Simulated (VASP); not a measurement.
# KF (Carobbiite) (Fm-3m) in VASP: further runs

The runs below take KF (Carobbiite) through G0W0 quasiparticle levels, density of states, chemical shielding, Born charges and dielectric tensor, with LDA, r2SCAN+rVV10, PBE.

Program: VASP 6.6.1. These are calculated values, not measurements. Logs are shortened: lines on timing, memory, paths and dates and some standing lists are left out, and cuts for length are marked.

### Step 1. The structure

It takes space group Fm-3m (No. 225, cubic). Conventional cell: a = 5.344 Å, b = 5.344 Å, c = 5.344 Å, α = 90.00°, β = 90.00°, γ = 90.00°. K (site symmetry m-3m) is surrounded by 6 F at 2.67 Å. Around F (site symmetry m-3m) lie 6 K at 2.67 Å.

### Step 2. G0W0 quasiparticle levels, LDA

POSCAR

```
KF
1.0
    0.0000000000      2.6718500000      2.6718500000
    2.6718500000      0.0000000000      2.6718500000
    2.6718500000      2.6718500000      0.0000000000
K F
1 1
Direct
    0.0000000000      0.0000000000      0.0000000000
    0.5000000000      0.5000000000      0.5000000000
```

INCAR.step1

```
SYSTEM = KF
ALGO     = Fast           ! electronic algorithm
EDIFF    = 1E-8           ! SCF threshold, eV
ENCUT    = 500            ! plane-wave cutoff, eV
GGA      = CA             ! functional
ISMEAR   = 0              ! smearing method
KPAR     = 4            
LASPH    = .True.         ! aspherical terms in the spheres
LCHARG   = .False.        ! write CHGCAR
LREAL    = .False.        ! projectors in reciprocal space
LWAVE    = .True.         ! write WAVECAR
NELM     = 80             ! most SCF steps
PREC     = Accurate       ! precision mode
SIGMA    = 0.01           ! smearing width, eV
```

INCAR.step2

```
SYSTEM = KF
ALGO     = Exact          ! electronic algorithm
EDIFF    = 1E-8           ! SCF threshold, eV
ENCUT    = 500            ! plane-wave cutoff, eV
GGA      = CA             ! functional
ISMEAR   = 0              ! smearing method
ISTART   = 1            
KPAR     = 4            
LASPH    = .True.         ! aspherical terms in the spheres
LCHARG   = .False.        ! write CHGCAR
LOPTICS  = .True.         ! frequency-dependent dielectric function
LREAL    = .False.        ! projectors in reciprocal space
LWAVE    = .True.         ! write WAVECAR
NBANDS   = 253            ! bands
NELM     = 1              ! most SCF steps
PREC     = Accurate       ! precision mode
SIGMA    = 0.01           ! smearing width, eV
```

INCAR.step3

```
SYSTEM = KF
ALGO     = EVGW0          ! electronic algorithm
EDIFF    = 1E-8           ! SCF threshold, eV
ENCUT    = 500            ! plane-wave cutoff, eV
ENCUTGW  = 200            ! cutoff of the response function
GGA      = CA             ! functional
ISMEAR   = 0              ! smearing method
ISTART   = 1            
KPAR     = 4            
LASPH    = .True.         ! aspherical terms in the spheres
LCHARG   = .False.        ! write CHGCAR
LREAL    = .False.        ! projectors in reciprocal space
LWAVE    = .False.        ! write WAVECAR
NBANDS   = 253            ! bands
NBANDSGW = 16           
NELMGW   = 1            
NOMEGA   = 50             ! frequency points
PREC     = Accurate       ! precision mode
PRECFOCK = Fast         
SIGMA    = 0.01           ! smearing width, eV
```

KPOINTS

```
k-points
0
Gamma
  4 4 4
  0 0 0
```

Potentials or basis: VASP PAW LDA potentials, release 64 (K_sv_GW, F_GW).

Command:

```
$ cat potpaw_LDA.64/K_sv_GW/POTCAR potpaw_LDA.64/F_GW/POTCAR > POTCAR
$ cp INCAR.step1 INCAR
$ mpirun -np 4 vasp_std > vasp.out
$ cp INCAR.step2 INCAR
$ mpirun -np 4 vasp_std > vasp.out
$ cp INCAR.step3 INCAR
$ mpirun -np 4 vasp_std > vasp.out
```

OUTCAR:

```text
SYSTEM = KF
   EDIFF = 1E-8
   ENCUT = 500
   ENCUTGW = 200
   GGA = CA
   ISMEAR = 0
   ISTART = 1
   LASPH = .True.
   LREAL = .False.
   NELMGW = 1
   PREC = Accurate
   PRECFOCK = Fast

 ion  position               nearest neighbor table
   1  0.000  0.000  0.000-   2 2.67   2 2.67   2 2.67   2 2.67   2 2.67   2 2.67
   2  0.500  0.500  0.500-   1 2.67   1 2.67   1 2.67   1 2.67   1 2.67   1 2.67

  LATTYP: Found a face centered cubic cell.
 ALAT       =     5.3437000000

  Lattice vectors:

 A1 = (   0.0000000000,   2.6718500000,   2.6718500000)
 A2 = (   2.6718500000,   0.0000000000,   2.6718500000)
 A3 = (   2.6718500000,   2.6718500000,   0.0000000000)

Analysis of symmetry for initial positions (statically):
=====================================================================
 Subroutine PRICEL returns:
 Original cell was already a primitive cell.

 Routine SETGRP: Setting up the symmetry group for a
 face centered cubic supercell.

 Subroutine GETGRP returns: Found 48 space group operations
 (whereof 48 operations were pure point group operations)
 out of a pool of 48 trial point group operations.

The static configuration has the point symmetry O_h .

Analysis of symmetry for dynamics (positions and initial velocities):
=====================================================================
 Subroutine PRICEL returns:
 Original cell was already a primitive cell.

 Routine SETGRP: Setting up the symmetry group for a
 face centered cubic supercell.

 Subroutine GETGRP returns: Found 48 space group operations
 (whereof 48 operations were pure point group operations)
 out of a pool of 48 trial point group operations.

The dynamic configuration has the point symmetry O_h .

 Subroutine INISYM returns: Found 48 space group operations
 (whereof 48 operations are pure point group operations),
 and found     1 'primitive' translations

----------------------------------------------------------------------------------------

                                     Primitive cell

  volume of cell :      38.1475

  direct lattice vectors                    reciprocal lattice vectors
     0.000000000  2.671850000  2.671850000    -0.187136254  0.187136254  0.187136254
     2.671850000  0.000000000  2.671850000     0.187136254 -0.187136254  0.187136254
     2.671850000  2.671850000  0.000000000     0.187136254  0.187136254 -0.187136254

  length of vectors
     3.778566507  3.778566507  3.778566507     0.324129500  0.324129500  0.324129500

  position of ions in fractional coordinates (direct lattice)
     0.000000000  0.000000000  0.000000000
     0.500000000  0.500000000  0.500000000

  ion indices of the primitive-cell ions
   primitive index   ion index
                 1           1
                 2           2

----------------------------------------------------------------------------------------

 KPOINTS: k-points

Automatic generation of k-mesh.
 Grid dimensions read from file:
 generate k-points for:    4    4    4

 Generating k-lattice:

  Cartesian coordinates                     Fractional coordinates (reciprocal lattice)
    -0.046784063  0.046784063  0.046784063     0.250000000  0.000000000  0.000000000
     0.046784063 -0.046784063  0.046784063     0.000000000  0.250000000  0.000000000
     0.046784063  0.046784063 -0.046784063     0.000000000  0.000000000  0.250000000

  Length of vectors
     0.081032375  0.081032375  0.081032375

  Shift w.r.t. Gamma in fractional coordinates (k-lattice)
     0.000000000  0.000000000  0.000000000

 Subroutine IBZKPT returns following result:
 ===========================================

 Found      8 irreducible k-points:

 Following reciprocal coordinates:
            Coordinates               Weight
  0.000000  0.000000  0.000000      1.000000
  0.250000  0.000000  0.000000      8.000000
  0.500000  0.000000  0.000000      4.000000
  0.250000  0.250000  0.000000      6.000000
  0.500000  0.250000  0.000000     24.000000
 -0.250000  0.250000  0.000000     12.000000
  0.500000  0.500000  0.000000      3.000000
 -0.250000  0.500000  0.250000      6.000000
   k-points           NKPTS =      8   k-points in BZ     NKDIM =     64   number of bands    NBANDS=    253
   number of dos      NEDOS =    301   number of ions     NIONS =      2
   total plane-waves  NPLWV =  21952
   dimension x,y,z NGX =    28 NGY =   28 NGZ =   28
   dimension x,y,z NGXF=    56 NGYF=   56 NGZF=   56
   ions per type =               1   1
   NGX,Y,Z   is equivalent  to a cutoff of  12.32, 12.32, 12.32 a.u.
   NGXF,Y,Z  is equivalent  to a cutoff of  24.64, 24.64, 24.64 a.u.
 SYSTEM =  KF
   PREC   = accura    normal or accurate (medium, high low for compatibility)
   ISTART =      1    job   : 0-new  1-cont  2-samecut
   ICHARG =      0    charge: 1-file 2-atom 10-const
   ISPIN  =      1    spin polarized calculation?
   LNONCOLLINEAR =      F non collinear calculations
   LSORBIT =      F    spin-orbit coupling
   LASPH  =      T    aspherical Exc in radial PAW
   ENCUT  =  500.0 eV  36.75 Ry    6.06 a.u.   6.89  6.89  6.89*2*pi/ulx,y,z
   NELM   =     60;   NELMIN=  2; NELMDL=  0     # of ELM steps
   EDIFF  = 0.1E-07   stopping-criterion for ELM
   LREAL  =      F    real-space projection
   EDIFFG = 0.1E-06   stopping-criterion for IOM
   NSW    =      0    number of steps for IOM
   IBRION =     -1    ionic relax: 0-MD 1-quasi-New 2-CG
   NFREE  =      0    steps in history (QN), initial steepest desc. (CG)
   ISIF   =      0    stress and relaxation
   ISYM   =      3    0-nonsym 1-usesym 2-fastsym
   POTIM  = 0.5000    time-step for ionic-motion
   TEBEG  =    0.0;   TEEND  =   0.0 temperature during run
   PSTRESS=    0.0 pullay stress
   NELECT =      16.0000    total number of electrons
   NUPDOWN=      -1.0000    fix difference up-down
   EMIN   =  10.00;   EMAX   =-10.00  energy-range for DOS
   EFERMI =   0.00;   METHOD = LEGACY
   ISMEAR =     0;   SIGMA  =   0.01  broadening in eV -4-tet -1-fermi 0-gaus
   EFERMI_NEDOS =   21; number of points for ismear=-14 and -15
   IALGO  =     38    algorithm
   IMIX   =      4    mixing-type and parameters
     AMIX     =   0.40;   BMIX     =  1.00
     AMIX_MAG =   1.60;   BMIX_MAG =  1.00
  volume/ion in A,a.u.               =      19.07       128.72
  Fermi-wavevector in a.u.,A,eV,Ry     =   1.225442  2.315750 20.431978  1.501708
  Thomas-Fermi vector in A             =   2.360480
   LORBIT       =      0    0 simple, 1 ext, 2 COOP (PROOUT), +10 PAW based schemes
   GGA     = CA    functional components
   LHFCALC =     T    Hartree Fock is set to
   PRECFOCK=fast      Normal, Fast or Accurate (Low or Medium for compatibility)
   ENCUT4O =  -1.0   cutoff for four orbital integrals eV
   NKREDX  =     1    reduce k-point grid by
   NKREDY  =     1    reduce k-point grid by
   NKREDZ  =     1    reduce k-point grid by
   AEXX    =    1.0000 exact exchange contribution
   HFSCREEN=    0.0000 screening length (either q_TF or 0.3 A-1)
   HFSCREENC=   0.0000 screening length for correlation (either q_TF or 0.3 A-1)
   ENCUTFOCK=  -1.0 apply spherical cutoff to Coloumb kernel
   IVDW    =     0    specifies the selected vdW correction
   LEPSILON=     F    determine dielectric tensor
   LRPA    =     F    only Hartree local field effects (RPA)
   LRPAFORCE           =     F    calculate RPA forces
   ENCUTGW             = 200.0    cutoff for response function in eV
   ENCUTGWSOFT         = 160.0    soft cutoff for Coulomb kernel in GW response function in eV
   ENCUTLF             =  -1.0    cutoff for local field effects
   NELMGW              =     1    number of iterations in solving QP/BSE equation
   NELMHF              =     1    number of iterations in the inner HF iteration
   NKREDLFX            =     1    NKREDLFY  =   1   NKREDLFZ  =   1
 non-spin polarized calculation
 Gauss-broadening in eV      SIGMA  =   0.01
  energy-cutoff  :      500.00
  volume of cell :       38.15
 maximum number of plane-waves:       982
  NGX = 16; NGY = 16; NGZ = 16
   NGX = 13   NGY = 13   NGZ = 13
 maximum number of plane-waves:       259

 QP shifts <psi_nk| G(iteration)W_0 |psi_nk>: iteration 1
 for sc-GW calculations column KS-energies equals QP-energies in previous step
 and V_xc(KS)=  KS-energies - (<T + V_ion + V_H > + <T+V_H+V_ion>^1  + <V_x>^1)

 k-point   1 :       0.0000    0.0000    0.0000
  band No.  KS-energies  QP-energies   sigma(KS)   V_xc(KS)     V^pw_x(r,r')   Z            occupation Imag(sigma)

      1     -26.5166     -28.9130     -21.8356     -18.1327     -30.5984       0.6472       2.0000       0.7898
      2     -19.1115     -23.0529     -27.9054     -22.4475     -36.7378       0.7222       2.0000       0.7642
      3      -9.9883     -13.5077     -22.2294     -17.9983     -24.8164       0.8318       2.0000       0.1078
      4      -9.9883     -13.5077     -22.2294     -17.9983     -24.8164       0.8318       2.0000       0.1078
      5      -9.9883     -13.5077     -22.2294     -17.9983     -24.8164       0.8318       2.0000       0.1078
      6      -0.9021      -3.1927     -24.7384     -21.7744     -29.3890       0.7728       2.0000       0.1517
[... 8 lines left out ...]
     15      15.4265      16.6559      -4.1771      -5.5931      -0.6887       0.8682       0.0000      -0.2728
     16      23.0757      25.8098      -9.0554     -12.2632      -4.8418       0.8523       0.0000      -0.4675

 k-point   2 :       0.2500    0.0000    0.0000
  band No.  KS-energies  QP-energies   sigma(KS)   V_xc(KS)     V^pw_x(r,r')   Z            occupation Imag(sigma)

      1     -26.4647     -28.8671     -21.8939     -18.1835     -30.6313       0.6475       2.0000       0.7732
      2     -19.1612     -23.0938     -27.8303     -22.3709     -36.6588       0.7203       2.0000       0.7658
      3     -10.1365     -13.6460     -22.0723     -17.8380     -24.6728       0.8288       2.0000       0.1061
      4     -10.0079     -13.5335     -22.1966     -17.9619     -24.7671       0.8325       2.0000       0.1031
      5     -10.0079     -13.5335     -22.1966     -17.9619     -24.7671       0.8325       2.0000       0.1031
      6      -1.3704      -3.6868     -23.3811     -20.3742     -27.8236       0.7704       2.0000       0.1532
[... 8 lines left out ...]
     15      17.2240      19.9663      -7.4233     -10.5513      -3.5803       0.8767       0.0000      -0.2971
     16      19.5239      21.8157      -7.4377     -10.0871      -3.5130       0.8651       0.0000      -0.3567

 k-point   3 :       0.5000    0.0000    0.0000
  band No.  KS-energies  QP-energies   sigma(KS)   V_xc(KS)     V^pw_x(r,r')   Z            occupation Imag(sigma)

      1     -26.4119     -28.8216     -21.9537     -18.2363     -30.6654       0.6482       2.0000       0.7569
      2     -19.2123     -23.1146     -27.7518     -22.2915     -36.5768       0.7147       2.0000       0.7680
      3     -10.2815     -13.7875     -21.9280     -17.6883     -24.5473       0.8270       2.0000       0.1049
      4     -10.0271     -13.5567     -22.1655     -17.9268     -24.7191       0.8327       2.0000       0.0980
      5     -10.0271     -13.5567     -22.1655     -17.9268     -24.7191       0.8327       2.0000       0.0980
      6      -1.7458      -4.1094     -22.5625     -19.5027     -26.9157       0.7725       2.0000       0.1580
[... 74 lines left out ...]
      1     -26.3892     -28.8096     -21.9793     -18.2649     -30.6933       0.6516       2.0000       0.7615
      2     -19.1340     -23.1031     -27.9409     -22.4687     -36.7928       0.7253       2.0000       0.7672
      3     -10.5972     -14.1317     -21.4000     -17.1416     -24.1108       0.8300       2.0000       0.1551
      4     -10.2174     -13.7311     -21.9426     -17.6985     -24.5811       0.8279       2.0000       0.1248
      5     -10.2174     -13.7311     -21.9426     -17.6985     -24.5811       0.8279       2.0000       0.1248
      6      -1.1160      -3.4504     -24.1087     -21.0941     -28.5386       0.7743       2.0000       0.1479
[... 8 lines left out ...]
     15      14.6693      17.4501      -8.2996     -11.5401      -4.5433       0.8581       0.0000      -0.1207
     16      16.1649      18.3717      -8.2600     -10.8648      -4.5397       0.8472       0.0000      -0.2070

 k-point   8 :      -0.2500    0.5000    0.2500
  band No.  KS-energies  QP-energies   sigma(KS)   V_xc(KS)     V^pw_x(r,r')   Z            occupation Imag(sigma)

      1     -26.3860     -28.8088     -21.9828     -18.2664     -30.6919       0.6519       2.0000       0.7579
      2     -19.1588     -23.1185     -27.8843     -22.4129     -36.7279       0.7237       2.0000       0.7672
      3     -10.4101     -13.9295     -21.6578     -17.4080     -24.3311       0.8281       2.0000       0.1393
      4     -10.4101     -13.9295     -21.6578     -17.4080     -24.3311       0.8281       2.0000       0.1393
      5     -10.0804     -13.6067     -22.1397     -17.9000     -24.7143       0.8317       2.0000       0.1002
      6      -1.3256      -3.6442     -23.8489     -20.8251     -28.4212       0.7668       2.0000       0.1564
[... 8 lines left out ...]
     15      14.8723      17.7642      -9.1183     -12.5425      -5.3655       0.8445       0.0000      -0.1687
     16      14.8723      17.7642      -9.1183     -12.5425      -5.3655       0.8445       0.0000      -0.1687
```

Run time: 56 s. Hardware: 4 MPI ranks of Intel Xeon Platinum 8488C (Sapphire Rapids), shared host; peak memory 0.49 GiB.

Results:

```
Band gap on the k mesh, mean-field level : 5.81 eV, direct
Quasiparticle gap                        : 9.73 eV
Least direct quasiparticle gap           : 9.73 eV
```

Levels at points of the mesh, in eV from the valence-band top:
| k point | band 4 | band 5 | band 6 | band 7 | band 8 | band 9 | band 10 | band 11 | band 12 |
| --- | --- | --- | --- | --- | --- | --- | --- | --- | --- |
| (0.00, 0.00, 0.00) | -9.09 | -9.09 | 0.00 | 0.00 | 0.00 | 5.81 | 10.52 | 10.52 | 10.52 |
| (0.50, 0.00, 0.00) | -9.12 | -9.12 | -0.84 | -0.37 | -0.37 | 8.79 | 10.20 | 11.95 | 11.95 |
| (0.50, 0.50, 0.00) | -9.31 | -9.31 | -0.21 | -0.06 | -0.06 | 7.92 | 10.13 | 11.38 | 13.50 |

Caveat: the k mesh is coarse (spacing up to 0.51 Å⁻¹), so the values aren't converged; bands, screening cutoff and mesh are small and nothing is extrapolated, so the quasiparticle values aren't converged.

(Part 1 of 3 ends here.)
